**Q:** I have calculated electron levels for titanium at several points, each marked by three fractions. What do the fractions mean, and why do some levels lie so much deeper than the rest?

Kohn–Sham levels of titanium (P6_3/mmc, two atoms per cell) from exciting sodium (release name), with PBE, all-electron LAPW+lo and IORA* valence relativity, without spin polarisation or spin–orbit coupling. The k mesh is 10×10×6, with Fermi–Dirac smearing of 0.05 eV. Levels are numbered outwards from the Fermi energy, which is the zero.

```tsv
point a (reciprocal cell vector)	point b (reciprocal cell vector)	point c (reciprocal cell vector)	level under 4 (eV)	level under 3 (eV)	level under 2 (eV)	level under 1 (eV)	level over 1 (eV)	level over 2 (eV)
0.0000	0.0000	0.0000	-32.71	-32.71	-6.136	-2.640	0.723	0.779
0.5000	0.0000	0.0000	-2.31	-2.11	-1.800	-0.627	0.497	0.620
0.1000	0.1000	0.0000	-5.33	-2.05	-0.323	-0.056	0.913	1.081
0.2000	0.2000	0.0000	-3.35	-1.35	-1.250	-1.013	0.348	0.805
0.0000	0.0000	0.3333	-32.74	-5.25	-3.344	-0.007	0.433	0.613
0.0000	0.0000	0.5000	-32.76	-32.76	-4.307	-4.307	0.087	0.087
0.5000	0.0000	0.5000	-2.49	-2.49	-0.791	-0.791	1.297	1.297
```

**A:** The fractions say how the phase of an electron wave changes from one unit cell to the next along the three axes. At the first point, called Γ, every cell has the same phase. At A, with fractions (0, 0, 0.5), the wave changes sign from each cell to the next along the stacking axis *c*. At M, (0.5, 0, 0), it changes sign within the layers instead, and at L, (0.5, 0, 0.5), both within the layers and along *c*.

The columns count levels downwards and upwards from the Fermi energy, the zero of the scale. The entries near −32.7 eV are the 3p shell of titanium, which is full and sits close to the nucleus. Its orbitals hardly overlap with those of neighbouring atoms, so a change of phase between cells costs them little: the highest 3p levels, the only ones of the six 3p bands that the table lists, move by about 0.05 eV from Γ to A. The 3p orbitals pointing along *c* are expected to move more, though still less than a valence band. The lowest valence level rises by 1.8 eV over the same path, because its electrons spread over many atoms and feel every change of phase.

**Q:** At Γ there is a stretch of more than 3 eV between the last level under the Fermi energy and the first one over it. In a semiconductor I would call that a gap. Why is titanium a metal?

**A:** A gap must separate filled from empty bands at every point, with the same number of bands filled throughout. Here that number changes. Γ has two valence levels under the Fermi energy, while M has at least four. Bands are continuous, so on the way from Γ to M some of them must pass through the Fermi energy, and that makes the crystal a metal.

The electron count agrees. Each titanium atom brings four valence electrons, so the two atoms of the cell bring eight, enough to fill four bands on average with two electrons each. Γ holds fewer than its share, and other regions must hold more than four filled bands to make up for it. The wide separation at Γ is therefore a local feature, and it does not stop the metal from conducting.

**Q:** At A and L the levels come in equal pairs. Is that a coincidence?

**A:** No, it follows from the way the crystal is stacked. The cell contains two layers of the same atoms, half a cell apart. A half turn about *c* together with a shift by half a cell carries each layer into the next. In a nonmagnetic crystal without spin-orbit coupling, this screw operation and the reversal of time together force every level with fraction 0.5 along *c* to occur twice.

The reason becomes clearer if one thinks of waves running along *c*. Each layer reflects a little of the wave. At A, the reflections from two neighbouring layers are half a wavelength out of step and cancel, because the layers are alike. The wave running up and the wave running down are then not mixed, and they keep the same energy. The table shows such a pair at −4.307 eV.

**Q:** That pair lies between the two valence levels found under the Fermi energy at Γ. Are the three levels related?

**A:** They can be read as parts of a single band. Let us follow the phase from layer to layer instead of from cell to cell. At the lowest Γ level, −6.136 eV, neighbouring layers are in phase. The phase step grows to 60 degrees at the point (0, 0, 0.3333), where the level is −5.25 eV, and to 90 degrees at A.

The step can grow further, but a cell of two layers has no new point left for it, so the band turns back towards Γ. At 120 degrees it appears again at (0, 0, 0.3333), now at −3.344 eV. At 180 degrees it is back at Γ, at −2.640 eV, with opposite signs on neighbouring layers. The energies rise in exactly this order; that they belong to one band is a reading supported by symmetry.

A simpler system shows the same effect: a chain of equally spaced, identical atoms with one orbital each, described with two atoms per cell. Its single band is folded into two branches that meet at the edge of the zone. If the spacings alternate, the branches separate there. The comparison holds for this one band along *c*; it does not cover the several d orbitals that titanium has near the Fermi energy.

**Q:** Can I estimate how fast this band rises without a large calculation?

**A:** For its lower part, yes. Let the electron move freely along *c*, and measure its energy from the lowest Γ level:

$$E=\frac{\hbar^2q^2}{2m}$$

Here $q$ is the wave number along *c*, $m$ the electron mass and $\hbar$ the reduced Planck constant. At A the wave changes sign over one cell height of 4.68 Å, so $q=\pi/4.68\ \text{Å}\approx0.67\ \text{Å}^{-1}$. With $\hbar^2/2m\approx3.8$ eV Å², the rise is $3.8\times0.67^2\approx1.7$ eV. The calculation gives 1.8 eV. Apart from the starting level, the estimate uses only the cell height; the level at A was not used to adjust it.

The upper Γ level has twice this wave number, so the free electron should rise four times as far, to 6.9 eV. The calculated rise is only 3.5 eV. The printed analysis below follows the comparison at the points between.

**Q:** Why does such a simple picture work at A and then miss by a factor of two?

**A:** At A the reflections from neighbouring layers cancel, so they do not split the level there, but that alone does not make the electron free. Much of the close match comes from a crossing: the calculated band lies above the parabola up to A and below it beyond, and at (0, 0, 0.3333), nearer to the start, the estimate misses by a larger share of the rise than at A. The cosine band of the one-orbital chain follows the curve more closely once its width is set to the calculated 3.5 eV: at 60, 90 and 120 degrees it rises by a quarter, a half and three quarters of that width, 0.87, 1.75 and 2.62 eV, against the calculated 0.886, 1.829 and 2.792 eV. This is a fitted shape, not a cause. At the upper Γ level the wavelength is half as long, and the same reflections add up. The waves running up and down are mixed into two standing waves with different energies. The lower of the two lies below the free electron, but a reflection strong enough to give the whole lowering is expected to pull the rises at A and at 120 degrees below the calculated ones as well.

Titanium has a second reason for a low upper level. Its 3d orbitals lie around the Fermi energy, and those with the right symmetry can mix with this band. States that mix repel each other in energy, so d states higher up push the band down. At Γ only the standing wave with its maxima on the layers has the symmetry to mix with the d orbital pointing along *c*, and the reflections alone need not make that wave the lower one, so the two effects need not add. The d mixing is expected to carry much of the lowering, but the share is not settled by these levels.

**Q:** One level lies at −0.007 eV. Is it occupied, and would another smearing width change that?

**A:** It is about half filled. The calculation softens the edge between filled and empty states over 0.05 eV, which corresponds to an electron temperature of about 580 K. This is a numerical aid for summing over a limited number of points, so the half filling should not be taken as a property of cold titanium. The level at −0.056 eV is filled to 75 per cent; with half the width and the same Fermi energy, this would become about 90 per cent.

The sign of −0.007 eV deserves little trust, because a denser mesh or another width can move the Fermi energy by a similar amount. Differences between levels are safer, since a shift of the common zero cancels in them. The order of the folded band, with steps of 0.7 eV or more, does not depend on such a shift. For a comparison with photoemission there is a further caution: these are Kohn–Sham levels of a density functional, and they need not equal the energies for removing an electron, least of all for the deep 3p shell.

**Q:** What would happen to the pairs if I replaced the titanium in every second layer by another element?

**A:** The two kinds of layer would reflect the wave with different strength, and at A the reflections would no longer cancel completely. Theory then lets the pair split, and the more the two elements differ in their pull on the electrons, the wider the splitting tends to be. If all layers were replaced by the same element in the same stacking, the pairs would remain, although their energies would shift. The pairing thus depends on the layers being alike, whereas its position on the energy scale depends on the element.

The analysis program printed:

```
Counts and separations in eV:
  row  listed valence levels under  first over less first under  first under less second under  second over less first over
  0.0                            2                        3.363                          3.496                        0.056
  0.5                            4                        1.124                          1.173                        0.123
  0.1                            4                        0.969                          0.267                        0.168
  0.2                            4                        1.361                          0.237                        0.457
  0.0                            3                         0.44                          3.337                         0.18
  0.0                            2                        4.394                              0                            0
  0.5                            4                        2.088                              0                            0
Filled valence bands per k point on average: 4
Shift of the 3p level from Gamma to A in eV: -0.05
Filling by the Fermi-Dirac function in percent:
  row  first level under  first level over
  0.0                100         5.249e-05
  0.5                100           0.00482
  0.1               75.4         1.174e-06
  0.2                100           0.09482
  0.0              53.49           0.01734
  0.0                100             14.93
  0.5                100         5.425e-10
Temperature that matches the smearing width in K: 580.2
Computed rise above the lowest Gamma level at one third in eV: 0.886
Computed rise at A in eV: 1.829
Computed rise at two thirds (folded back to one third) in eV: 2.792
Computed rise at the upper Gamma level in eV: 3.496
Free-electron rise at one third in eV: 0.763
Free-electron rise at A in eV: 1.717
Free-electron rise at two thirds in eV: 3.052
Free-electron rise at the upper Gamma level in eV: 6.867
Free-electron less computed at one third in eV: -0.123
Free-electron less computed at A in eV: -0.1122
Free-electron less computed at two thirds in eV: 0.2602
Free-electron less computed at the upper Gamma level in eV: 3.371
```
